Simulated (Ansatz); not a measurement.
# InSe (R3m) in Ansatz: a series of runs, part 3 of 3

Ansatz 0.2.0. Earlier steps stand in the parts before.

## 4. Single point, PBE

The input, input.yaml:

```yaml
crystal:
  lattice:
    - [2.0, 1.1547005384, 8.44]
    - [-2.0, 1.1547005384, 8.44]
    - [0.0, -2.3094010768, 8.44]
  atoms:
    - { symbol: In, position: [0.8886, 0.8886, 0.8886] }
    - { symbol: In, position: [0.0, 0.0, 0.0] }
    - { symbol: Se, position: [0.1719, 0.1719, 0.1719] }
    - { symbol: Se, position: [0.3835, 0.3835, 0.3835] }
hamiltonian:
  xc: pbe
  pseudopotentials: { kind: paw }
kpoints:
  mp_grid: { grid: [8, 8, 8] }
scf:
  occupations: { method: gaussian, width: 0.012 }
output:
  forces: true
  stress: true
  eigenvalues: true
```

Potentials or basis: Ansatz PAW.

The run is started by

```bash
> ansatz run input.yaml --threads 2 --pin off --max-ram 5632MiB --backend cpu --events-out ev --progress --plain --runs-dir out
```

What it wrote:

```text
Warning: RAYON_NUM_THREADS=2 ignored (pool sized by the plan → 2); use --threads N
basis.fft_grid_basis auto: the FFT boxes are laid along the combinations [[1, 0, -1], [0, 1, -1], [0, 0, 1]] of the cell's own vectors, 4.000, 4.000 and 8.750 Å long. The dense box has 27×27×60 points. Along the cell's own vectors, as sized, it would have 60×60×60, 4.94 times as many. Of the 6 symmetry operations that the crystal satisfies within crystal.symmetry.tolerance (time reversal apart; of a slab, those that keep its plane) the dense box along the cell's own vectors carries 6, and the one as laid loses 4 of those. basis.fft_grid_basis: typed keeps the cell's own vectors: state it where this run's energies or levels are differenced outside the engine with another run's, or held beside a run that keeps those vectors.
Engine: ansatz 0.2.0, x86_64-unknown-linux-gnu
Pseudopotentials: kind: paw
Pseudopotential: In, paw, valence charge 13, recommended cutoff 420 eV (normal), In.paw.azcp
Pseudopotential: Se, paw, valence charge 16, recommended cutoff 420 eV (normal), Se.paw.azcp
Functional definition: PBE
  parameter kappa = 0.804
  parameter beta = 0.06672455060314922
  exchange = pbe_x(kappa = kappa, mu = beta*pi^2/3)
  correlation = pbe_c(beta = beta)
Crystal: 4 atoms, lattice volume = 116.948 Å³
Basis set: ecut = 420 eV, 2309 PW (Γ), FFT grids on a1−a3, a2−a3, a3, exchange–correlation on 54×54×120 points (8 copies of the dense FFT grid, shifted against one another)
Bands: 35, of which v1, the nominal top of the filled ones, is band 29 counted from 1 (28 counted from 0)
Symmetry: 6 space group operations
Space group: R3m (ITA 160), of the structure as read, at distance tolerance 4.9e-5 Å
k-points: 65 of 512 (time reversal used)
Non-local potential: In, projectors of the file, l = 0: 2, l = 1: 2, l = 2: 2, l = 3: 2
Non-local potential: Se, projectors of the file, l = 0: 2, l = 1: 2, l = 2: 3, l = 3: 1
PAW form: soft (Blöchl's): semilocal exchange-correlation on the pseudo side does not see the compensation charge
PAW one-centre angular grid: In, 590 points (default); XC on 64 Gauss nodes
PAW one-centre angular grid: Se, 590 points (default); XC on 64 Gauss nodes
Initial density: superposition of atomic densities (neutral atoms: chi_scale 0, normalization atom), corrected by the library's trained network
Initial wavefunctions: pseudopotential atomic-orbital guess
Functional: x = pbe(κ = 0.804, μ = 0.2195149727645171), c = pbe(β = 0.06672455060314922)
SCF iter   1: F=—  HF=-22135.870664 eV  |F-HF|=—  |Δ(HF+E_count)|=         —  Δρ=1.72e-3  dr2=1.06e-2  ethr=1.77e-3  ⟨swp⟩=6.9  Hψ=9489  notcnv=0
preconditioner: auto → Resta (q_TF=auto, 2.427 Å⁻¹)  ε∞=3.3  [insulator: Δε(μ)=0.436 eV  Ē_g=13.996 eV  σ=0.012 eV  W_gap=1.00  n_scr=30 (ndim 8)  ℏωp=21.2 eV  f_vac=0.086  D(μ)=0.00/eV (n_scr^D=0)  ε∞_Penn≈3.3]
SCF iter   2: F=—  HF=-22135.866602 eV  |F-HF|=—  |Δ(HF+E_count)|=   4.06e-3  Δρ=7.75e-4  dr2=6.06e-4  ethr=1.84e-5  ⟨swp⟩=2.9  Hψ=4419  notcnv=0  defer=76
SCF iter   3: F=—  HF=-22135.866628 eV  |F-HF|=—  |Δ(HF+E_count)|=   2.61e-5  Δρ=3.80e-4  dr2=1.59e-4  ethr=1.04e-6  ⟨swp⟩=2.0  Hψ=3481  notcnv=0  defer=11
automatic band count: iteration 3 solves 34 bands in place of 35: the levels show a gap, and the empty bands left out lie too high to hold charge; the band table lists the bands solved (type scf.n_extra_bands for more)
SCF iter   4: F=—  HF=-22135.866721 eV  |F-HF|=—  |Δ(HF+E_count)|=   9.28e-5  Δρ=1.10e-4  dr2=1.70e-5  ethr=2.74e-7  ⟨swp⟩=2.2  Hψ=2978  notcnv=0  defer=11
SCF iter   5: F=—  HF=-22135.866724 eV  |F-HF|=—  |Δ(HF+E_count)|=   2.31e-6  Δρ=2.69e-5  dr2=1.73e-6  ethr=2.93e-8  ⟨swp⟩=2.0  Hψ=4084  notcnv=0  defer=11
SCF iter   6: F=—  HF=-22135.866725 eV  |F-HF|=—  |Δ(HF+E_count)|=   1.23e-6  Δρ=8.76e-6  dr2=1.25e-7  ethr=2.99e-9  ⟨swp⟩=2.0  Hψ=4084  notcnv=0  defer=11
SCF iter   7: F=-22135.866725 eV  HF=-22135.866725 eV  |F-HF|=5.53e-9  |Δ(HF+E_count)|=   1.99e-7  Δρ=2.12e-6  dr2=5.82e-9  ethr=1.72e-10  ⟨swp⟩=5.5  Hψ=7789  notcnv=0
SCF 1 converged in 7 iterations: F = -22135.866725 eV  dr2 = 5.82e-9
SCF converged after 7 iterations
Free energy (F): -22135.866725 eV
Harris-Foulkes:  -22135.866725 eV  (|F-HF|=5.53e-9)
Internal energy: -22135.866725 eV  (E = F + TS)
E sigma→0 (E₀):  -22135.866725 eV
Fermi energy:    7.500397 eV
--- Per-component energies (eV) ---
  E_band       = -912.716114
  E_kinetic    = 723.453278
  E_local      = -7917.558803  (includes V_loc(G=0)·N_el)
  E_nonlocal   = -457.102103
  E_hartree    = 3651.301593
  E_xc         = -639.046421
  E_vxc        = -394.939769  (∫ρ·V_xc dr)
  E_paw        = -12132.709297  (= ΣΔE_a)
  E_vpaw       = -169.173017  (= ΣTr[D̂ρ^β])
  E_aug_tail   = -0.001156  (compensation charges beyond the density's cutoff)
  E_ewald      = -5364.203816
  E_smearing   = -0.000000  (= −TS)
  E_closure    = -0.000000  (closes the sum)
  Σ components = -22135.866725   (vs F -22135.866725, Δ=0.00e0)
--- Forces (eV/Å), atoms counted from 1 ---
  atom   1  In     0.00000000    -0.00000000     0.36503967
  atom   2  In     0.00000000     0.00000000    -0.34950403
  atom   3  Se     0.00000000     0.00000000    -0.25774571
  atom   4  Se     0.00000000    -0.00000000     0.24220314
  max |Σ_I F_I| component: 6.93e-6 eV/Å
--- Stress (GPa, compression-positive) ---
        3.147728       0.000000       0.000000
        0.000000       3.147728      -0.000000
        0.000000      -0.000000       1.952734
  P = ⅓ Tr σ = 2.7494 GPa (27.494 kbar)
--- Band table (eV; the first three rows and the last of 65) ---
  k-point 0: bands = ["-40.1872", "-40.1872", "-40.1790", "-40.1790", "-40.1580", "-40.1580", "-40.1513", "-40.1513", "-40.1471", "-40.1409", "-7.4962", "-7.3268", "-7.3268", "-7.2545", "-7.2545", "-7.2315", "-7.2315", "-7.0646", "-7.0646", "-7.0617", "-6.2777", "-5.8781", "0.9893", "3.8415", "5.7711", "5.9754", "5.9754", "6.0684", "6.0684", "8.9779", "9.3883", "11.6843", "11.6843", "12.4647"]
  k-point 1: bands = ["-40.1872", "-40.1872", "-40.1790", "-40.1790", "-40.1580", "-40.1580", "-40.1513", "-40.1513", "-40.1470", "-40.1409", "-7.5024", "-7.3822", "-7.3231", "-7.3221", "-7.2432", "-7.2357", "-7.2246", "-7.0993", "-7.0659", "-7.0035", "-6.1010", "-5.7311", "1.1018", "3.5703", "4.9890", "5.5897", "5.7789", "5.9031", "6.1730", "9.3195", "10.0693", "10.9857", "11.8361", "12.1210"]
  k-point 2: bands = ["-40.1872", "-40.1871", "-40.1790", "-40.1789", "-40.1580", "-40.1580", "-40.1514", "-40.1513", "-40.1470", "-40.1408", "-7.5602", "-7.4431", "-7.4302", "-7.3185", "-7.2458", "-7.2161", "-7.2032", "-7.1163", "-7.0688", "-6.9523", "-5.6824", "-5.3741", "1.2978", "2.7979", "3.8057", "5.2390", "5.3869", "5.5232", "6.2778", "9.3111", "9.4837", "11.3338", "11.5275", "12.0502"]
  k-point 64: bands = ["-40.1872", "-40.1872", "-40.1790", "-40.1790", "-40.1580", "-40.1580", "-40.1513", "-40.1513", "-40.1471", "-40.1409", "-7.4959", "-7.3270", "-7.3270", "-7.2544", "-7.2544", "-7.2315", "-7.2315", "-7.0706", "-7.0645", "-7.0645", "-6.1355", "-6.0273", "1.3378", "2.9477", "5.9076", "5.9076", "6.1426", "6.1426", "7.2794", "7.7214", "9.4493", "11.6020", "11.6020", "12.9028"]
```

Wall time 18 s (2 threads of Intel Xeon at 2.50GHz (Skylake/Cascade Lake), shared host); peak memory 0.51 GiB.

Results:

```
Free energy            : -22135.8667 eV
Pressure               : 2.7 GPa
Largest force          : 0.365 eV/Å
Band gap on the k mesh : 0.44 eV, direct
```

Forces in eV/Å, atoms in the order of the input:
```
In   0.000  0.000  0.365
In   0.000  0.000 -0.350
Se   0.000  0.000 -0.258
Se   0.000  0.000  0.242
```

Caveat: spin-orbit coupling is left out, which moves the levels of the heavy elements.

## 5. Relaxation of cell and atoms, PBE+D3(BJ)

input.yaml, as its differences from that of step 4:

```diff
@@ -13,2 +13,3 @@
   pseudopotentials: { kind: paw }
+  dispersion: d3bj
 kpoints:
@@ -16,3 +17,3 @@
 scf:
-  occupations: { method: gaussian, width: 0.012 }
+  occupations: { method: fermi_dirac, width: 0.05 }
 output:
@@ -20,2 +21,5 @@
   stress: true
-  eigenvalues: true
+relax:
+  f_tol: 0.01
+  max_steps: 40
+  cell: { stress_tol: 0.05 }
```

The run is started by

```bash
> ansatz run input.yaml --threads 2 --pin off --max-ram 5632MiB --backend cpu --events-out ev --progress --plain --runs-dir out
```

Wall time 1.7 min (2 threads of Intel Xeon at 2.50GHz (Skylake/Cascade Lake), shared host); peak memory 0.54 GiB.

Results (log left out):

```
Free energy                            : -22137.0828 eV
Relaxed volume                         : 29.32 Å³/atom
Relaxed cell                           : a = 8.623 Å, b = 8.623 Å, c = 8.623 Å, α = 27.09°, β = 27.09°, γ = 27.09°
Space group after relaxing (to 0.05 Å) : R3m (No. 160)
Energy gained by relaxing              : 4.4 meV/atom
Ionic steps                            : 5
Pressure after relaxing                : 0.0 GPa
Largest force after relaxing           : 0.006 eV/Å
```

Forces on the atoms (eV/Å):
```
In   0.000  0.000 -0.002
In   0.000  0.000  0.003
Se   0.000  0.000 -0.006
Se   0.000  0.000  0.005
```

Step by step:
```tsv
step	energy change (eV)	largest force (eV/Å)	volume (Å³)
1	0.0000	0.3707	116.95
2	-0.0164	0.0035	117.66
3	-0.0173	0.0144	117.20
4	-0.0174	0.0059	117.29
5	-0.0175	0.0057	117.29
```

Final structure:
```xyz
4
Lattice="2.0195 1.1659 8.3019 -2.0195 1.1659 8.3019 0.0000 -2.3319 8.3019" Properties=species:S:1:pos:R:3 pbc="T T T"
In    0.0000    0.0000   22.1224
In    0.0000    0.0000    0.0093
Se    0.0000    0.0000    4.2384
Se    0.0000    0.0000    9.5935
```

Caveat: the plane-wave basis is chosen anew once the cell has moved, so the energies of steps on either side of that aren't comparable.

## 6. Relaxation of cell and atoms, PBE+D4

input.yaml, as its differences from that of step 5:

```diff
@@ -13,3 +13,3 @@
   pseudopotentials: { kind: paw }
-  dispersion: d3bj
+  dispersion: d4
 kpoints:
```

Potentials or basis: Ansatz PAW.

The run is started by

```bash
> ansatz run input.yaml --threads 2 --pin off --max-ram 5632MiB --backend cpu --events-out ev --progress --plain --runs-dir out
```

It took 1.7 min on 2 threads of Intel Xeon at 2.50GHz (Skylake/Cascade Lake), shared host; peak memory 0.53 GiB.

The run converged. Its results:

```
Free energy                            : -22137.1854 eV
Relaxed volume                         : 29.21 Å³/atom
Relaxed cell                           : a = 8.601 Å, b = 8.601 Å, c = 8.601 Å, α = 27.14°, β = 27.14°, γ = 27.14°
Space group after relaxing (to 0.05 Å) : R3m (No. 160)
Energy gained by relaxing              : 4.5 meV/atom
Ionic steps                            : 5
Pressure after relaxing                : 0.0 GPa
Largest force after relaxing           : 0.006 eV/Å
```

Forces in eV/Å, atoms in the order of the input:
```
In   0.000  0.000 -0.003
In   0.000  0.000  0.004
Se   0.000  0.000 -0.006
Se   0.000  0.000  0.005
```

The path:
```csv
step,energy change (eV),largest force (eV/Å),volume (Å³)
1,0.0000,0.3750,116.95
2,-0.0170,0.0059,117.28
3,-0.0181,0.0180,116.70
4,-0.0182,0.0057,116.84
5,-0.0182,0.0057,116.84
```

Final structure:
```
In Se
1.0
     2.01840    1.16532    8.27917
    -2.01840    1.16532    8.27917
     0.00000   -2.33064    8.27917
In Se
2 2
Direct
  0.88814 0.88814 0.88814
  0.00048 0.00048 0.00048
  0.16990 0.16990 0.16990
  0.38548 0.38548 0.38548
```

Caveat: the plane-wave basis is chosen anew once the cell has moved, so the energies of steps on either side of that aren't comparable.

## 7. The runs side by side

| task | level | cell | smearing | gap on the mesh (eV) | pressure (GPa) | relaxed volume (Å³/atom) | largest force (eV/Å) |
| --- | --- | --- | --- | --- | --- | --- | --- |
| relaxation of cell and atoms | revPBE+D4 | relaxed | fermi-dirac 0.05 eV | 0.37 | 0.0 | 28.85 | - |
| relaxation of cell and atoms | BLYP | relaxed | fermi-dirac 0.05 eV | 0.80 | 0.0 | 42.27 | 0.01 |
| single point | PBE | as given | gaussian 0.012 eV | 0.44 | 2.7 | - | 0.37 |
| relaxation of cell and atoms | PBE+D3(BJ) | relaxed | fermi-dirac 0.05 eV | - | 0.0 | 29.32 | 0.01 |
| relaxation of cell and atoms | PBE+D4 | relaxed | fermi-dirac 0.05 eV | - | 0.0 | 29.21 | 0.01 |

Alike in all rows: potentials or basis Ansatz PAW; no spin polarisation; k mesh 8 × 8 × 8; cutoff (eV) 420.

Caveats: the plane-wave basis is chosen anew once the cell has moved, so the energies of steps on either side of that aren't comparable (some runs); spin-orbit coupling is left out, which moves the levels of the heavy elements (some runs); the PAW data sets come from PBE, with cores solved anew for the run's functional, which leaves a small shift of forces and pressure (some runs); the volume moved by over 15 % at a fixed basis, so the end points are rough (some runs); the volume moved by +45 % from the deposited cell, more than functionals usually miss (some runs).

Total energies depend on the potentials used, so only differences within one code and one set of settings carry meaning.

## 8. How close it comes

Step 4. A measured gap of InSe is 1.25 eV (300 K; “The Interaction of Hydrogen with the van der Waals Crystal γ-InSe”, 2020, pmc:7321205); the calculated 0.44 eV misses it by -0.81 eV. Spin-orbit coupling on In, Se is left out. The value is that of PBE on a finite k mesh, which can miss the band edges, without temperature or zero-point motion. Semilocal functionals fall short of measured gaps as a rule.
